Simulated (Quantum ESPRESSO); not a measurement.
AgBr in Quantum ESPRESSO: the effect of target pressure

The system is AgBr.

```
CELL_PARAMETERS angstrom
0.00000 2.87015 2.87015
2.87015 0.00000 2.87015
2.87015 2.87015 0.00000
ATOMIC_POSITIONS crystal
Ag 0.00000 0.00000 0.00000
Br 0.50000 0.50000 0.50000
```

Alike in all runs:

| Quantity | Value |
| --- | --- |
| Program | Quantum ESPRESSO 7.5 |
| Task | relaxation of cell and atoms |
| Functional | LDA |
| Potentials or basis | SSSP 1.3 efficiency PBE |
| Cutoff | 939 eV |
| Density cutoff | 6884 eV |
| k mesh | 8 × 8 × 8 |
| Occupations | fermi-dirac, width 0.05 eV |
| Spin | no spin polarisation |

Each run relaxes the cell or the atoms first.

Task: One run gave: relaxed volume 17.00 Å³/atom; gap on the mesh 0.40 eV. Which target pressure did it use?
A. 30 GPa
B. 10 GPa
C. 2 GPa
D. 5 GPa
E. 20 GPa

Result: A.

```csv
target pressure,relaxed volume (Å³/atom),gap on the mesh (eV)
0 GPa,21.71,0.33
2 GPa,21.10,0.34
5 GPa,20.34,0.36
10 GPa,19.36,0.41
20 GPa,17.97,0.51
30 GPa,17.00,0.40
```

Caveats: the potentials were made for another functional, which shifts forces and pressure; the volume moved by over 15 % at a fixed basis, so the end points are rough (some runs).

A k mesh can miss the band edges.
